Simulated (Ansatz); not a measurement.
**ZnS: computed properties**

Theory: DFT PBE, scalar-relativistic, plane waves, PAW in Ansatz.

Plane waves to 420 eV, a k mesh through Γ of 12×12×2 on the computed 16-atom cell and Gaussian smearing (0.02 eV); no spin polarisation.

The structure is relaxed at this level of theory with its symmetry kept.

```cif
data_structure
_symmetry_space_group_name_H-M 'P6_3mc'
_symmetry_Int_Tables_number 186
_cell_length_a 3.8477
_cell_length_b 3.8477
_cell_length_c 25.1592
_cell_angle_alpha 90.000
_cell_angle_beta 90.000
_cell_angle_gamma 120.000
_cell_volume 322.57
loop_
_atom_site_label
_atom_site_type_symbol
_atom_site_symmetry_multiplicity
_atom_site_Wyckoff_symbol
_atom_site_fract_x
_atom_site_fract_y
_atom_site_fract_z
_atom_site_occupancy
Zn1 Zn 2 a 0.00000 0.00000 0.00003 1
Zn2 Zn 2 b 0.33333 0.66667 0.12495 1
Zn3 Zn 2 b 0.33333 0.66667 0.37513 1
Zn4 Zn 2 b 0.33333 0.66667 0.75004 1
S1 S 2 a 0.00000 0.00000 0.09373 1
S2 S 2 b 0.33333 0.66667 0.21864 1
S3 S 2 b 0.33333 0.66667 0.46880 1
S4 S 2 b 0.33333 0.66667 0.84388 1
```

```
Space group                                                                                                                                 : P6_3mc (No. 186)
Volume per atom                                                                                                                             : 20.16 Å³
Formation energy from the elements' standard states (uncorrected)                                                                           : -0.822 eV/atom
Kohn–Sham band gap                                                                                                                          : 2.03 eV, direct at Γ
Löwdin character of the top 1 eV of the valence band                                                                                        : S 3p 88 %, Zn 3d 8 %
Löwdin character of the lowest 1 eV of the conduction band                                                                                  : Zn 4s 57 %, S 3s 26 %, S 3p 15 %
Electron masses at the edge by Cartesian direction of the standard setting (m_e; degenerate bands sorted by energy; no spin-orbit coupling) : x: 0.17; y: 0.17; z: 0.17
Hole masses at the edge by Cartesian direction of the standard setting (m_e; degenerate bands sorted by energy; no spin-orbit coupling)     : x: 1.6, 0.17, 1.4; y: 1.7, 0.17, 1.4; z: 1.6, 1.6, 0.14
Bulk modulus                                                                                                                                : 69 GPa
Its pressure derivative                                                                                                                     : 4.4
```

Cost: 11 runs of about 97 core-minutes in all, on Intel Xeon Processor @ 2.50GHz (Skylake/Cascade Lake) (shared hosts).